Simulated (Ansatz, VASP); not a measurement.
## Two plane-wave programs on GaAs

POSCAR

```
GaAs
1.0
    0.0000000000      2.6645247171      2.6645247171
    2.6645247171      0.0000000000      2.6645247171
    2.6645247171      2.6645247171      0.0000000000
Ga As
1 1
Direct
    0.0000000000      0.0000000000      0.0000000000
    0.5000000000      0.5000000000      0.5000000000
```

Contents of INCAR.step1:

```
PREC = Accurate
ENCUT = 520
EDIFF = 1E-5
ISMEAR = -1
SIGMA = 0.02
LREAL = F
LASPH = T
NELM = 100
ALGO = Normal
ISIF = 2
LWAVE = T
LCHARG = F
NBANDS = 16
GGA = PE
```

INCAR.step2

```
PREC = Accurate
ENCUT = 520
EDIFF = 1E-6
ISMEAR = -1
SIGMA = 0.02
LREAL = F
LASPH = T
NELM = 100
ALGO = Normal
ISIF = 2
LWAVE = F
LCHARG = F
GGA = PE
LHFCALC = T
HFSCREEN = 0.2079
PRECFOCK = Normal
NBANDS = 16
ISTART = 1
```

File KPOINTS:

```
Automatic mesh
0
Gamma
  6 6 6
```

Input for Ansatz:

```yaml
crystal:
  lattice:
    - [0.0, 2.6645247171, 2.6645247171]
    - [2.6645247171, 0.0, 2.6645247171]
    - [2.6645247171, 2.6645247171, 0.0]
  atoms:
    - { symbol: Ga, position: [0.0, 0.0, 0.0] }
    - { symbol: As, position: [0.5, 0.5, 0.5] }
kpoints:
  mp_grid: { grid: [6, 6, 6] }
hamiltonian:
  xc: hse06
scf:
  occupations: { method: fermi_dirac, width: 0.02 }
  n_extra_bands: 4
output:
  forces: true
  stress: true
  eigenvalues: true
```

Alike in both runs: task single point; functional HSE06; k mesh 6 × 6 × 6; occupations fermi-dirac, width 0.02 eV; no spin polarisation.

|  | VASP | Ansatz |
| --- | --- | --- |
| version | VASP 6.6.1 | Ansatz 0.2.0 |
| potentials or method | VASP PAW PBE potentials, release 64 (Ga_d, As) | plane waves, PAW |
| plane-wave cutoff (eV) | 520 | 420 |
| valence electrons in the cell | 18 | 28 |

```tsv
	VASP	Ansatz	Ansatz less VASP
pressure (GPa)	-0.2	-0.2	+0.04
```

The two sets of potentials don't hold the same shells in valence. Ansatz warned: «filled_band_counts_differ_across_k_points».

Caveats: the PAW data sets were made with another functional, which shifts forces and pressure a little (VASP).
